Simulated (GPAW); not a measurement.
InP: wannier90 with vdW-DF2

**The experiment to reproduce.**

A printed reference work, data compilation reports, for a bulk crystal of InP at 1.6 K: band gap 1.4236 eV (direct).

The system is InP.

```xyz
2
Lattice="0.0000 2.9305 2.9305 2.9305 0.0000 2.9305 2.9305 2.9305 0.0000" Properties=species:S:1:pos:R:3 pbc="T T T"
In    0.0000    0.0000    0.0000
P     1.4652    1.4652    1.4652
```

```yaml
Program: GPAW 26.7.0
Task: wannier90
Functional: vdW-DF2
Potentials_or_basis: GPAW PAW data sets (gpaw-data 1.2.1)
Cutoff: 600 eV
Basis: pw
k_mesh: 8 × 8 × 8
Occupations: fermi-dirac, width 0.05 eV
Spin: no spin polarisation
Maxiter: 150
k_mesh_for_the_Wannier_functions: 5 × 5 × 5
Dis_froz_max: 0.5
Extra_bands: 4
Num_iter: 500
Band_path: GXWKGLUWLK,UX
Wannier_code: Wannier90 3.1.0
```

```yaml
Band_gap_on_the_k_mesh: 0.58 eV, direct
Band_gap_along_the_path: 0.58 eV, direct
Total_Wannier_spread: 14.87 Å² over 13 functions
```

Levels at the corners of the path, in eV from the valence-band top:
| point | band 5 | band 6 | band 7 | band 8 | band 9 | band 10 | band 11 | band 12 | band 13 |
| --- | --- | --- | --- | --- | --- | --- | --- | --- | --- |
| Γ | -14.17 | -11.51 | 0.00 | 0.00 | 0.00 | 0.58 | 4.15 | 4.15 | 4.15 |
| X | -14.13 | -9.19 | -5.71 | -2.28 | -2.28 | 1.83 | 2.32 | 9.11 | 9.52 |
| W | -14.15 | -9.12 | -5.57 | -2.89 | -2.85 | 4.33 | 4.34 | 5.59 | 6.29 |
| K | -14.15 | -9.20 | -5.57 | -3.24 | -1.90 | 2.41 | 4.39 | 7.53 | 7.55 |
| Γ | -14.17 | -11.51 | 0.00 | 0.00 | 0.00 | 0.58 | 4.15 | 4.15 | 4.15 |
| L | -14.16 | -9.83 | -5.68 | -0.95 | -0.95 | 1.47 | 4.88 | 4.88 | 7.09 |
| U | -14.15 | -9.20 | -5.57 | -3.24 | -1.90 | 2.41 | 4.39 | 7.53 | 7.55 |
| W | -14.15 | -9.12 | -5.57 | -2.89 | -2.85 | 4.33 | 4.34 | 5.59 | 6.29 |
| L | -14.16 | -9.83 | -5.68 | -0.95 | -0.95 | 1.47 | 4.88 | 4.88 | 7.09 |
| K | -14.15 | -9.20 | -5.57 | -3.24 | -1.90 | 2.41 | 4.39 | 7.53 | 7.55 |
| U | -14.15 | -9.20 | -5.57 | -3.24 | -1.90 | 2.41 | 4.39 | 7.53 | 7.55 |
| X | -14.13 | -9.19 | -5.71 | -2.28 | -2.28 | 1.83 | 2.32 | 9.11 | 9.52 |

Wannier centres (Å) and spreads (Å²):
```tsv
function	x	y	z	spread
1	0.068	0.077	0.067	0.513
2	0.518	-0.525	0.520	1.997
3	0.518	0.518	-0.528	1.984
4	-0.526	0.517	0.519	1.995
5	-0.523	-0.524	-0.509	2.008
6	0.015	-0.086	-0.050	0.491
7	0.000	0.001	0.039	0.291
8	-0.085	0.017	-0.053	0.492
9	0.020	0.010	-0.002	0.279
10	1.082	1.083	1.848	1.205
11	1.082	1.848	1.082	1.204
12	1.849	1.849	1.849	1.203
13	1.848	1.083	1.082	1.205
```

Run time: 72 s on 1 thread of Intel(R) Xeon(R) 6975P-C (Granite Rapids), on a shared host, peak memory 0.77 GiB.

A measured gap of InP is 1.4236 eV (direct; 1.6 K; a printed reference work, data compilation); the calculated 0.58 eV misses it by -0.85 eV. Spin-orbit coupling on In is left out. The value is that of vdW-DF2, without temperature or zero-point motion.

Caveat: spin-orbit coupling is left out, which moves the levels of the heavy elements.
